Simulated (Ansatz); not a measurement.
# Dielectric response of BeS (110) films, part 3 of 4

Aim: the electronic and static ε of zincblende BeS (110) from films of three thicknesses in a field.

Ansatz 0.2.0; plane-wave DFT, PBEsol, Ansatz PAW (set soft_1); PAW set soft_1 (the session's first sound run).

So far, distance between the outer atoms (Å): step 6 (response with the atoms held, 10 atoms, units 5) 7.00; step 9 (ions relaxed) 7.00.

## Step 11: The relaxed film, single point, 16 atoms, units 8

The next thickness, treated alike, so that differences show the interior and the faces cancel.

Input file input.yaml:

```yaml
crystal:
  lattice:
    - [3.44361002, 0.0, 0.0]
    - [0.0, 4.87, 0.0]
    - [0.0, 0.0, 30.0526350853]
  atoms:
    - { symbol: Be, position: [0.5, 0.5580874498, 0.3145626955] }
    - { symbol: S, position: [0.0, 0.7506992853, 0.2983818205] }
    - { symbol: Be, position: [0.0, -0.010855906, 0.3560916766] }
    - { symbol: S, position: [0.5, 0.2381374194, 0.3581668227] }
    - { symbol: Be, position: [0.5, 0.4911996936, 0.4153887987] }
    - { symbol: S, position: [0.0, 0.741733372, 0.4145200501] }
    - { symbol: Be, position: [0.0, -0.0089915674, 0.4714036999] }
    - { symbol: S, position: [0.5, 0.2399903896, 0.4718088378] }
    - { symbol: Be, position: [0.5, 0.4910084227, 0.5285962985] }
    - { symbol: S, position: [0.0, 0.73999038, 0.5281911632] }
    - { symbol: Be, position: [0.0, -0.0088003336, 0.5846111992] }
    - { symbol: S, position: [0.5, 0.2417333429, 0.5854799518] }
    - { symbol: Be, position: [0.5, 0.4891440398, 0.6439083214] }
    - { symbol: S, position: [0.0, 0.7381373712, 0.6418331797] }
    - { symbol: Be, position: [0.0, 0.0580874065, 0.6854373036] }
    - { symbol: S, position: [0.5, 0.2506992342, 0.7016181808] }
kpoints:
  mp_grid: { grid: [8, 6, 1] }
hamiltonian:
  xc: pbesol
  pseudopotentials: { kind: paw, azcp: { folder: soft_1 }, xc_functional: pbe }
scf:
  occupations: { method: fixed }
  convergence: { dr2_threshold: 1.0e-09 }
efield:
  axis: 3
  dipole_correction: true
  ramp_position: 0.97
  ramp_width: 0.06
output:
  eigenvalues: true
  write_potential: true
  write_density: true
  volumetric_format: npy
  elf: true
```

Started as:

```bash
$ ansatz run input.yaml --threads 4 --pin off --max-ram 8192MiB --backend cpu --events-out ev --progress --plain --runs-dir out
```

Numbers of over 12 decimals in the logs are rounded to 6 here.

Output:

```text
[...]
Crystal: 16 atoms, lattice volume = 503.994 Å³
Basis set: ecut = 420 eV, 9775 PW (Γ)
Bands: 48, of which v1, the nominal top of the filled ones, is band 32 counted from 1 (31 counted from 0)
Symmetry: 2 space group operations
k-points: 20 of 48 (time reversal used)
[...]
k-point 1: bands = [... 28 lower, -1.5381, -1.5180, -1.4726, -1.3145, 2.2317, 2.8074, 3.5256, 3.7334, ... 12 higher]
  k-point 2: bands = [... 28 lower, -2.0108, -2.0022, -1.5677, -1.5612, 2.7344, 3.1939, 3.7193, 3.7841, ... 12 higher]
  k-point 19: bands = [... 28 lower, -2.2557, -2.2557, -1.7331, -1.7331, 3.0457, 3.0457, 4.5536, 4.5536, ... 12 higher]
[key lines of the parts left out:]
SCF converged after 10 iterations
Free energy (F): -7817.946876 eV
Fermi energy:    -1.203007 eV
Dipole field:    D = -0.000006 V/Å  (p = -0.000015 e·Å, saw-weighted, corrected)
Work function:   Φ+ = 6.5052 eV   Φ− = 6.5050 eV
```

Elapsed: 16 s, on 4 threads of Arm Neoverse V2, shared host; peak memory 1.1 GiB; 62 s of CPU time.

The gap is 2.72 eV, with the valence edge 6.51 eV and the conduction edge 3.78 eV under the upper vacuum level.

## Step 12: Single point, 16 atoms, units 8, field 0.1 V/Å

input.yaml: that of step 11 with these lines changed.

```diff
@@ -29,3 +29,3 @@
   occupations: { method: fixed }
-  convergence: { dr2_threshold: 1.0e-09 }
+  convergence: { dr2_threshold: 1.0e-10 }
 efield:
@@ -33,6 +33,6 @@
   dipole_correction: true
-  ramp_position: 0.97
-  ramp_width: 0.06
+  ramp_position: 0.9595
+  ramp_width: 0.081
+  amplitude: 0.1
 output:
-  eigenvalues: true
   write_potential: true
@@ -40,2 +40 @@
   volumetric_format: npy
-  elf: true
```

Output:

```text
[...]
Crystal: 16 atoms, lattice volume = 503.994 Å³
Basis set: ecut = 420 eV, 9775 PW (Γ)
Bands: 48, of which v1, the nominal top of the filled ones, is band 32 counted from 1 (31 counted from 0)
Symmetry: 2 space group operations
k-points: 20 of 48 (time reversal used)
[...]
k-point 0: bands = [... 28 lower, -1.4012, -1.3429, -1.2531, -1.1859, 2.0284, 2.6414, 3.4028, 3.5567, ... 12 higher]
  k-point 1: bands = [... 28 lower, -1.5513, -1.5262, -1.4442, -1.2961, 2.2250, 2.8101, 3.5153, 3.6554, ... 12 higher]
  k-point 2: bands = [... 28 lower, -1.9974, -1.9567, -1.6420, -1.4829, 2.7250, 3.1966, 3.6758, 3.8107, ... 12 higher]
  k-point 19: bands = [... 28 lower, -2.3042, -2.1977, -1.8241, -1.6403, 2.9394, 3.1508, 4.5213, 4.5675, ... 12 higher]
[key lines of the parts left out:]
SCF converged after 13 iterations
Free energy (F): -7817.952310 eV
Fermi energy:    -1.185882 eV
Dipole field:    D = 0.039027 V/Å  (p = 0.108700 e·Å, saw-weighted, corrected)
```

Run time: 17 s. Hardware: 4 threads; peak memory 1.1 GiB.

The dipole is 0.109 e·Å, and the gap on the mesh 2.628 eV.

## Step 13: Atoms held, 16 atoms, units 8, field -0.1 V/Å

input.yaml: that of step 12 with these lines changed.

```diff
@@ -35,3 +35,3 @@
   ramp_width: 0.081
-  amplitude: 0.1
+  amplitude: -0.1
 output:
```

Output:

```text
[...]
Crystal: 16 atoms, lattice volume = 503.994 Å³
Basis set: ecut = 420 eV, 9775 PW (Γ)
Bands: 48, of which v1, the nominal top of the filled ones, is band 32 counted from 1 (31 counted from 0)
Symmetry: 2 space group operations
k-points: 20 of 48 (time reversal used)
[...]
k-point 0: bands = [... 28 lower, -1.4012, -1.3429, -1.2531, -1.1859, 2.0284, 2.6414, 3.4028, 3.5567, ... 12 higher]
  k-point 1: bands = [... 28 lower, -1.5513, -1.5262, -1.4442, -1.2961, 2.2250, 2.8101, 3.5153, 3.6554, ... 12 higher]
  k-point 2: bands = [... 28 lower, -1.9974, -1.9567, -1.6420, -1.4829, 2.7250, 3.1966, 3.6758, 3.8107, ... 12 higher]
  k-point 19: bands = [... 28 lower, -2.3042, -2.1977, -1.8241, -1.6403, 2.9394, 3.1508, 4.5213, 4.5675, ... 12 higher]
[key lines of the parts left out:]
SCF converged after 13 iterations
Free energy (F): -7817.952310 eV
Fermi energy:    -1.185882 eV
Dipole field:    D = -0.039027 V/Å  (p = -0.108700 e·Å, saw-weighted, corrected)
```

It took 17 s on 4 threads; peak memory 1.1 GiB; 67 s of CPU time.

The dipole is -0.109 e·Å, and the gap on the mesh 2.628 eV.

## Step 14: Response with the atoms held, 16 atoms, units 8

This step: plane-wave DFT, PBEsol, Ansatz PAW (set soft_1); response to a field along the normal, atoms held; PAW set soft_1 (Ansatz 0.2.0).

Local field over the applied field, running mean. From the potentials at -0.1 and 0.1 V/Å; running mean over 1.722 Å, taken twice. Table of local field over applied field by z:

```tsv
z (Å)	local field over applied field
5	0.998
6	0.977
7	0.858
8	0.564
9	0.267
10	0.169
11	0.182
12	0.183
13	0.182
14	0.185
15	0.186
16	0.185
17	0.182
18	0.183
19	0.183
20	0.169
21	0.256
22	0.546
23	0.847
24	0.974
25	0.997
```

The induced dipole is that of a conductor 11.73 Å thick.

## Step 15: Relaxing the film, 24 atoms, units 12

This step: plane-wave DFT, PBEsol, Ansatz PAW (set soft_1); PAW set soft_1 (Ansatz 0.2.0).

System of this step: BeS (110), 12 units. The cell holds 24 atoms: 12 Be and 12 S. Its edges and angles: a = 3.444 Å, b = 4.870 Å, c = 36.940 Å, α = 90.0°, β = 90.0°, γ = 90.0°. It derives from BeS (zincblende BeS). Vacuum lies along c.

The next thickness, treated alike, so that differences show the interior and the faces cancel.

Input file input.yaml:

```yaml
crystal:
  lattice:
    - [3.44361002, 0.0, 0.0]
    - [0.0, 4.87, 0.0]
    - [0.0, 0.0, 36.9398551341]
  atoms:
    - { symbol: Be, position: [0.5, 0.5, 0.2436392879] }
    - { symbol: S, position: [0.0, 0.75, 0.2436392879] }
    - { symbol: Be, position: [0.0, 0.0, 0.2902503265] }
    - { symbol: S, position: [0.5, 0.25, 0.2902503265] }
    - { symbol: Be, position: [0.5, 0.5, 0.336861365] }
    - { symbol: S, position: [0.0, 0.75, 0.336861365] }
    - { symbol: Be, position: [0.0, 0.0, 0.3834724036] }
    - { symbol: S, position: [0.5, 0.25, 0.3834724036] }
    - { symbol: Be, position: [0.5, 0.5, 0.4300834422] }
    - { symbol: S, position: [0.0, 0.75, 0.4300834422] }
    - { symbol: Be, position: [0.0, 0.0, 0.4766944807] }
    - { symbol: S, position: [0.5, 0.25, 0.4766944807] }
    - { symbol: Be, position: [0.5, 0.5, 0.5233055193] }
    - { symbol: S, position: [0.0, 0.75, 0.5233055193] }
    - { symbol: Be, position: [0.0, 0.0, 0.5699165578] }
    - { symbol: S, position: [0.5, 0.25, 0.5699165578] }
    - { symbol: Be, position: [0.5, 0.5, 0.6165275964] }
    - { symbol: S, position: [0.0, 0.75, 0.6165275964] }
    - { symbol: Be, position: [0.0, 0.0, 0.663138635] }
    - { symbol: S, position: [0.5, 0.25, 0.663138635] }
    - { symbol: Be, position: [0.5, 0.5, 0.7097496735] }
    - { symbol: S, position: [0.0, 0.75, 0.7097496735] }
    - { symbol: Be, position: [0.0, 0.0, 0.7563607121] }
    - { symbol: S, position: [0.5, 0.25, 0.7563607121] }
kpoints:
  mp_grid: { grid: [8, 6, 1] }
hamiltonian:
  xc: pbesol
  pseudopotentials: { kind: paw, azcp: { folder: soft_1 }, xc_functional: pbe }
scf:
  occupations: { method: fixed }
  convergence: { dr2_threshold: 1.0e-09 }
efield:
  axis: 3
  dipole_correction: true
  ramp_position: 0.97
  ramp_width: 0.06
relax:
  f_tol: 0.003
  max_steps: 100
output:
  write_potential: true
  write_density: true
  volumetric_format: npy
```

Output:

```text
[...]
Crystal: 24 atoms, lattice volume = 619.495 Å³
Basis set: ecut = 420 eV, 12037 PW (Γ), exchange–correlation on 48×72×500 points (8 copies of the dense FFT grid, shifted against one another)
Bands: 72, of which v1, the nominal top of the filled ones, is band 48 counted from 1 (47 counted from 0)
Symmetry: 2 space group operations
[...]
- { symbol: Be, position: [-3.2435193002783386e-18, -0.00572343, 0.661170] }
    - { symbol: S, position: [0.500000, 0.244839, 0.661838] }
    - { symbol: Be, position: [0.500000, 0.492289, 0.709382] }
    - { symbol: S, position: [-3.801149620269644e-18, 0.741265, 0.707710] }
    - { symbol: Be, position: [-6.08232914536383e-18, 0.061227, 0.743182] }
    - { symbol: S, position: [0.500000, 0.253877, 0.756336] }
[key lines of the parts left out:]
SCF converged after 5 iterations
Free energy (F): -11727.717597 eV
Fermi energy:    -0.010766 eV
Dipole field:    D = 0.000000 V/Å  (p = 0.000000 e·Å, saw-weighted, corrected)
Work function:   Φ+ = 6.4865 eV   Φ− = 6.4865 eV
```

Wall time 2.1 min (4 threads); peak memory 1.5 GiB.

The steps of the relaxation:

```tsv
step	energy less that of the first step (eV)	largest force component (eV/Å)
1	0.0000	1.6879
2	-0.7876	0.8890
3	-1.0961	0.2999
4	-1.1516	0.0324
5	-1.1526	0.0307
6	-1.1530	0.0034
7	-1.1530	0.0004
```

The run keeps the 2 symmetry operations that it works with, so distortions that break them were not tested.

The atoms that moved most (Å):

```tsv
atom	dx	dy	dz	length
Be23	0.000	0.298	-0.487	0.571
Be1	0.000	0.298	0.487	0.571
S4	0.000	-0.043	0.075	0.087
S22	0.000	-0.043	-0.075	0.087
Be5	0.000	-0.028	0.073	0.078
Be19	0.000	-0.028	-0.073	0.078
S8	0.000	-0.034	0.046	0.057
S18	0.000	-0.034	-0.046	0.057
```

Running mean over 1.722 Å of the planar mean; the ramp of the sawtooth is left out. Table of electron's electrostatic potential energy less the highest filled level by z:

z (Å), electron's electrostatic potential energy less the highest filled level (eV) and a bar from the least value:
```
        4       6.49 ##############################
        5       6.49 ##############################
        6       6.48 ##############################
        7       6.32 #############################
        8       3.74 ######################
        9      -1.54 ######
       10      -3.44 
       11      -3.04 #
       12      -2.78 ##
       13      -2.83 ##
       14      -2.82 ##
       15      -2.88 ##
       16      -2.82 ##
       17      -2.87 ##
       18      -2.85 ##
       19      -2.84 ##
       20      -2.87 ##
       21      -2.81 ##
       22      -2.88 ##
       23      -2.82 ##
       24      -2.83 ##
       25      -2.78 ##
       26      -3.08 #
       27      -3.37 
       28      -1.33 ######
       29       4.04 #######################
       30       6.35 ##############################
       31       6.48 ##############################
       32       6.49 ##############################
       33       6.49 ##############################
```

The relaxation took 7 steps and lowered the energy by 1.2 eV; the largest force on the free atoms ends at 4.1e-4 eV/Å.

The gap is 2.69 eV, with the valence edge 6.49 eV and the conduction edge 3.80 eV under the upper vacuum level.

## Step 16: Comparing the runs

Times are for 4 threads of Arm Neoverse V2, shared host. The series side by side:

```tsv
no.	units	gap by band count (eV)	ionisation energy, upper face (eV)	electron affinity, upper face (eV)	time	memory (GiB)
1	5	2.558	6.549	3.991	27 s	0.75
2	8	2.722	6.505	3.783	54 s	1.0
3	12	2.690	6.487	3.796	2.1 min	1.5
```

The valence density, planar mean (5) oscillates, so the rows of the table below give means over windows of 0.5 Å about each position, cut where the curve ends. Its maxima inside the range that stand out by 2 % of the span (Å: e/Å³): 9.26: 0.291, 10.37: 0.301, 12.72: 0.290, 14.52: 0.301, 15.62: 0.291. Its minima: 9.82: 0.256, 11.61: 0.253, 13.27: 0.253, 15.07: 0.256.

The runs together. Valence density, planar mean against z; means over each step:

```tsv
z (Å)	5 (e/Å³)	8 (e/Å³)	12 (e/Å³)
5.0	8.9e-6	8.4e-6	7.6e-6
5.5	4.2e-5	4.0e-5	3.6e-5
6.0	1.9e-4	1.8e-4	1.6e-4
6.5	9.1e-4	8.6e-4	7.6e-4
7.0	0.00441	0.00417	0.00376
7.5	0.0205	0.0194	0.0176
8.0	0.0869	0.0828	0.0759
8.5	0.210	0.204	0.197
9.0	0.274	0.272	0.270
9.5	0.277	0.277	0.279
10.0	0.270	0.268	0.266
10.5	0.298	0.297	0.297
11.0	0.290	0.291	0.292
11.5	0.261	0.265	0.267
12.0	0.281	0.281	0.279
12.5	0.289	0.289	0.290
13.0	0.273	0.275	0.277
13.5	0.267	0.267	0.265
14.0	0.293	0.289	0.289
14.5	0.296	0.287	0.288
15.0	0.265	0.266	0.265
15.5	0.282	0.285	0.284
16.0	0.265	0.290	0.290
16.5	0.184	0.270	0.273
17.0	0.0641	0.271	0.271
17.5	0.0147	0.289	0.290
18.0	0.00309	0.283	0.285
18.5	6.3e-4	0.263	0.264
19.0	1.4e-4	0.289	0.287
19.5	3.0e-5	0.298	0.290
20.0	6.4e-6	0.271	0.268
20.5	1.4e-6	0.274	0.277
21.0	3.1e-7	0.276	0.290
21.5	0	0.215	0.281
22.0	0	0.0933	0.267
22.5	0	0.0225	0.289
23.0	0	0.00485	0.288
23.5	0	1.0e-3	0.262
24.0	0	2.1e-4	0.281
24.5	0	4.7e-5	0.290
```

## Step 17: The relaxed film, single point, 24 atoms, units 12

The next thickness, treated alike, so that differences show the interior and the faces cancel.

Input file input.yaml:

```yaml
crystal:
  lattice:
    - [3.44361002, 0.0, 0.0]
    - [0.0, 4.87, 0.0]
    - [0.0, 0.0, 36.9398551341]
  atoms:
    - { symbol: Be, position: [0.5, 0.5612265987, 0.2568183024] }
    - { symbol: S, position: [0.0, 0.7538765785, 0.2436640762] }
    - { symbol: Be, position: [0.0, -0.007710929, 0.2906183492] }
    - { symbol: S, position: [0.5, 0.2412652573, 0.2922904853] }
    - { symbol: Be, position: [0.5, 0.4942765627, 0.3388302973] }
    - { symbol: S, position: [0.0, 0.7448388628, 0.3381622119] }
    - { symbol: Be, position: [0.0, -0.0060926778, 0.3844746168] }
    - { symbol: S, position: [0.5, 0.2429929221, 0.3847175751] }
    - { symbol: Be, position: [0.5, 0.4944619284, 0.4308258561] }
    - { symbol: S, position: [0.0, 0.7432963492, 0.4307241793] }
    - { symbol: Be, position: [0.0, -0.0056686606, 0.4768925312] }
    - { symbol: S, position: [0.5, 0.2432371536, 0.4769495026] }
    - { symbol: Be, position: [0.5, 0.4943313437, 0.5231074702] }
    - { symbol: S, position: [0.0, 0.7432371561, 0.5230504956] }
    - { symbol: Be, position: [0.0, -0.0055380598, 0.5691741449] }
    - { symbol: S, position: [0.5, 0.2432963575, 0.5692758195] }
    - { symbol: Be, position: [0.5, 0.4939073359, 0.6155253837] }
    - { symbol: S, position: [0.0, 0.7429929332, 0.6152824252] }
    - { symbol: Be, position: [0.0, -0.0057234261, 0.6611697029] }
    - { symbol: S, position: [0.5, 0.2448388719, 0.6618377886] }
    - { symbol: Be, position: [0.5, 0.4922890794, 0.709381651] }
    - { symbol: S, position: [0.0, 0.7412652662, 0.7077095146] }
    - { symbol: Be, position: [0.0, 0.0612266076, 0.7431816974] }
    - { symbol: S, position: [0.5, 0.2538765884, 0.7563359231] }
kpoints:
  mp_grid: { grid: [8, 6, 1] }
hamiltonian:
  xc: pbesol
  pseudopotentials: { kind: paw, azcp: { folder: soft_1 }, xc_functional: pbe }
scf:
  occupations: { method: fixed }
  convergence: { dr2_threshold: 1.0e-09 }
efield:
  axis: 3
  dipole_correction: true
  ramp_position: 0.97
  ramp_width: 0.06
output:
  eigenvalues: true
  dos: { projected: true, e_range: [-7, 7] }
  write_potential: true
  write_density: true
  volumetric_format: npy
checkpoint:
  write: end12.run
  compress: false
  write_wavefunctions: false
```

Output:

```text
[...]
Crystal: 24 atoms, lattice volume = 619.495 Å³
Basis set: ecut = 420 eV, 12037 PW (Γ)
Bands: 72, of which v1, the nominal top of the filled ones, is band 48 counted from 1 (47 counted from 0)
Symmetry: 2 space group operations
k-points: 20 of 48 (time reversal used)
[...]
k-point 1: bands = [... 44 lower, -0.3124, -0.2931, -0.2093, -0.1230, 3.3246, 3.6643, 4.1228, 4.6030, ... 20 higher]
  k-point 2: bands = [... 44 lower, -0.7380, -0.6815, -0.3937, -0.3843, 3.8445, 4.1342, 4.5309, 4.8279, ... 20 higher]
  k-point 19: bands = [... 44 lower, -1.0343, -1.0343, -0.5536, -0.5536, 4.2203, 4.2203, 5.6091, 5.6091, ... 20 higher]
[key lines of the parts left out:]
SCF converged after 11 iterations
Free energy (F): -11727.717951 eV
Fermi energy:    -0.010746 eV
Dipole field:    D = -0.000000 V/Å  (p = -0.000000 e·Å, saw-weighted, corrected)
Work function:   Φ+ = 6.4865 eV   Φ− = 6.4865 eV
```

The job ended after 35 s (4 threads; peak memory 1.7 GiB; 2.3 min of CPU time).

Running mean over 1.722 Å of the planar mean; the ramp of the sawtooth is left out. Table of electron's electrostatic potential energy less the highest filled level by z:

z (Å), electron's electrostatic potential energy less the highest filled level (eV) and a bar from the least value:
```
        4       6.49 ##############################
        5       6.49 ##############################
        6       6.48 ##############################
        7       6.32 #############################
        8       3.74 ######################
        9      -1.54 ######
       10      -3.44 
       11      -3.04 #
       12      -2.78 ##
       13      -2.83 ##
       14      -2.82 ##
       15      -2.88 ##
       16      -2.82 ##
       17      -2.87 ##
       18      -2.85 ##
       19      -2.84 ##
       20      -2.87 ##
       21      -2.81 ##
       22      -2.88 ##
       23      -2.82 ##
       24      -2.83 ##
       25      -2.78 ##
       26      -3.08 #
       27      -3.37 
       28      -1.33 ######
       29       4.04 #######################
       30       6.35 ##############################
       31       6.48 ##############################
       32       6.49 ##############################
       33       6.49 ##############################
```

The gap is 2.69 eV, with the valence edge 6.49 eV and the conduction edge 3.80 eV under the upper vacuum level.

## Step 18: Single point, 24 atoms, units 12, field 0.1 V/Å

input.yaml: that of step 17 with these lines changed.

```diff
@@ -37,3 +37,3 @@
   occupations: { method: fixed }
-  convergence: { dr2_threshold: 1.0e-09 }
+  convergence: { dr2_threshold: 1.0e-10 }
 efield:
@@ -41,7 +41,6 @@
   dipole_correction: true
-  ramp_position: 0.97
-  ramp_width: 0.06
+  ramp_position: 0.9661
+  ramp_width: 0.0677
+  amplitude: 0.1
 output:
-  eigenvalues: true
-  dos: { projected: true, e_range: [-7, 7] }
   write_potential: true
@@ -49,5 +48 @@
   volumetric_format: npy
-checkpoint:
-  write: end12.run
-  compress: false
-  write_wavefunctions: false
```

Output:

```text
[...]
Crystal: 24 atoms, lattice volume = 619.495 Å³
Basis set: ecut = 420 eV, 12037 PW (Γ)
Bands: 72, of which v1, the nominal top of the filled ones, is band 48 counted from 1 (47 counted from 0)
Symmetry: 2 space group operations
k-points: 20 of 48 (time reversal used)
[...]
k-point 0: bands = [... 44 lower, -0.1236, -0.0756, 0.0156, 0.0527, 3.0993, 3.4850, 3.9560, 4.4576, ... 20 higher]
  k-point 1: bands = [... 44 lower, -0.3146, -0.2353, -0.2055, -0.0599, 3.3012, 3.6727, 4.1257, 4.5968, ... 20 higher]
  k-point 2: bands = [... 44 lower, -0.7190, -0.6585, -0.5270, -0.2443, 3.8146, 4.1442, 4.5292, 4.7803, ... 20 higher]
  k-point 19: bands = [... 44 lower, -1.0860, -0.9367, -0.7039, -0.3990, 4.0505, 4.3892, 5.5803, 5.5905, ... 20 higher]
[key lines of the parts left out:]
SCF converged after 12 iterations
Free energy (F): -11727.725955 eV
Fermi energy:    0.052717 eV
Dipole field:    D = 0.046761 V/Å  (p = 0.160088 e·Å, saw-weighted, corrected)
```

The job ended after 37 s (4 threads; peak memory 1.7 GiB).

The dipole is 0.160 e·Å, and the gap on the mesh 2.492 eV.

[end of part 3 of 4]

[Logs are printed without paths, hosts, clocks, repeated set-up lines and the standing remarks that a program may print on its own settings, such as how far it seeks lower states.]

[Hosts, paths, dates, database ids (printed as entryN), source tags and the programs' standing remarks are cut or masked in the printed files.]

[Maps of the electrostatic potential energy from Ansatz leave out the sawtooth potential of an applied field or a dipole correction, so their vacuum need not be flat; planar profiles and work functions include it.]
